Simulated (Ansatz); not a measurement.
The following input was run with Ansatz 0.2.0.

```yaml
crystal:
  lattice:
    - [3.7774237329, 0.0, 0.0]
    - [-1.8887118664, 3.2713449135, 0.0]
    - [0.0, 0.0, 5.43785132]
  atoms:
    - { symbol: Sn, position: [0.0, 0.0, 0.0] }
    - { symbol: S, position: [0.6666666667, 0.3333333333, 0.2416075924] }
    - { symbol: S, position: [0.3333333333, 0.6666666667, 0.7583924076] }
basis:
  ecutwfc: 420
kpoints:
  mp_grid: { grid: [9, 9, 6] }
hamiltonian:
  xc: pbesol
scf:
  occupations: { method: gaussian, width: 0.02 }
output:
  forces: true
  stress: true
  eigenvalues: true
```

Command:
```bash
ansatz run input.yaml --threads 1 --pin off --max-ram 1331MiB --backend cpu --events-out ev --progress --plain --runs-dir out
```

Computed with DFT PBEsol, scalar-relativistic, plane waves, PAW (Ansatz).

Part of what the program printed, abridged (iterations and final results):

```
SCF iter   1: F=—  HF=-7720.640234 eV  |F-HF|=—  |Δ(HF+E_count)|=         —  Δρ=4.36e-3  dr2=1.86e-2  ethr=1.77e-3  ⟨swp⟩=6.5  Hψ=6337  notcnv=0
SCF iter   2: F=—  HF=-7720.633984 eV  |F-HF|=—  |Δ(HF+E_count)|=   6.25e-3  Δρ=1.75e-3  dr2=2.41e-3  ethr=7.15e-5  ⟨swp⟩=2.9  Hψ=2195  notcnv=0
SCF iter   3: F=—  HF=-7720.633544 eV  |F-HF|=—  |Δ(HF+E_count)|=   4.41e-4  Δρ=4.59e-4  dr2=1.30e-4  ethr=9.26e-6  ⟨swp⟩=2.0  Hψ=2109  notcnv=0
SCF iter   4: F=—  HF=-7720.633575 eV  |F-HF|=—  |Δ(HF+E_count)|=   3.10e-5  Δρ=1.78e-4  dr2=2.56e-5  ethr=5.00e-7  ⟨swp⟩=2.3  Hψ=1882  notcnv=0
SCF iter   5: F=—  HF=-7720.633561 eV  |F-HF|=—  |Δ(HF+E_count)|=   1.41e-5  Δρ=3.94e-5  dr2=8.96e-7  ethr=9.83e-8  ⟨swp⟩=2.0  Hψ=1423  notcnv=0
SCF iter   6: F=-7720.633562 eV  HF=-7720.633562 eV  |F-HF|=3.63e-8  |Δ(HF+E_count)|=   1.26e-6  Δρ=8.41e-6  dr2=5.47e-8  ethr=3.85e-10  ⟨swp⟩=6.8  Hψ=5598  notcnv=0
SCF 1 converged in 6 iterations: F = -7720.633562 eV  dr2 = 5.47e-8
SCF converged after 6 iterations
Free energy (F): -7720.633562 eV
Harris-Foulkes:  -7720.633562 eV  (|F-HF|=3.63e-8)
Internal energy: -7720.633562 eV  (E = F + TS)
E sigma→0 (E₀):  -7720.633562 eV
Fermi energy:    7.569653 eV
--- Per-component energies (eV) ---
  E_band       = -117.481834
  E_kinetic    = 402.309303
  E_local      = -1518.870219  (includes V_loc(G=0)·N_el)
  E_nonlocal   = 29.185583
  E_hartree    = 807.258417
  E_xc         = -569.983117
  E_vxc        = -270.219346  (∫ρ·V_xc dr)
  E_paw        = -5239.763996  (= ΣΔE_a)
  E_vpaw       = -374.400972  (= ΣTr[D̂ρ^β])
  E_aug_tail   = 0.000003  (compensation charges beyond the density's cutoff)
  E_ewald      = -1631.178273
  E_core_change = 0.408738  (= ΣΔE_core)
  E_smearing   =  0.000000  (= −TS)
--- Forces (eV/Å), atoms counted from 1 ---
  atom   1  Sn     0.00000000     0.00000000     0.00000000
  atom   2  S      0.00000000     0.00000000     1.06761182
  atom   3  S      0.00000000     0.00000000    -1.06761182
--- Stress (GPa, compression-positive) ---
        0.205070       0.000000       0.000000
        0.000000       0.205070       0.000000
        0.000000       0.000000       7.362510
  P = ⅓ Tr σ = 2.5909 GPa (25.909 kbar)
--- Band table (eV; the first three rows and the last of 62) ---
  k-point 0: bands = ["-14.3239", "-14.3239", "-14.2950", "-14.2533", "-14.2533", "-7.3340", "-4.8261", "1.4805", "5.4513", "5.4513", "5.7284", "5.7284", "7.2355", "7.9038", "9.4978", "11.5654", "11.5654"]
  k-point 1: bands = ["-14.3239", "-14.3239", "-14.2949", "-14.2533", "-14.2533", "-7.2859", "-4.9454", "1.7346", "5.4201", "5.4201", "5.7822", "5.7822", "6.5509", "8.3996", "9.5460", "11.4553", "11.4553"]
  k-point 2: bands = ["-14.3239", "-14.3239", "-14.2947", "-14.2533", "-14.2533", "-7.1773", "-5.1871", "2.3349", "5.3771", "5.3771", "5.6099", "5.8713", "5.8713", "8.8667", "9.6468", "11.2508", "11.2508"]
  k-point 61: bands = ["-14.3566", "-14.3566", "-14.2486", "-14.2424", "-14.2424", "-4.8232", "-4.8232", "-0.9019", "2.3544", "2.3544", "3.0201", "6.6987", "6.6987", "10.0441", "12.7057", "12.7057", "13.5714"]
```

The run converged.

 The cell holds layers, and where no dispersion correction was added their binding is poorly described.